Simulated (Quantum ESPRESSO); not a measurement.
The system is V.

```
CELL_PARAMETERS angstrom
2.60429 0.00000 0.00000
-1.30215 2.25538 0.00000
0.00000 0.00000 4.72334
ATOMIC_POSITIONS crystal
V 0.33333 0.66667 0.25000
V 0.66667 0.33333 0.75000
```

This isn't the form of V at room conditions, which is bcc.

Base run:

```yaml
Program: Quantum ESPRESSO 7.5
Functional: PBEsol
Potentials_or_basis: GBRV 1.5 PBEsol
Cutoff: 612 eV
Density_cutoff: 4898 eV
k_mesh: 12 × 12 × 6
Occupations: fermi-dirac, width 0.05 eV
Spin: collinear spin, antiferromagnetic start
Starting_moments: "[2.0, -2.0] μB"
```

Its results: band gap on the k mesh none (metal or under the smearing width); pressure -7.4 GPa; net moment 0.00 μB per cell.

Problem. The run is repeated on the same cell with these changes: hubbard terms from none to V d U = 1 eV. What comes out?

Solution. Band gap on the k mesh none (metal or under the smearing width); pressure -6.5 GPa; net moment 0.00 μB per cell.

Caveats: the U is typed as a test and isn't derived for this compound (some runs).

Not every run made on this cell is shown here.
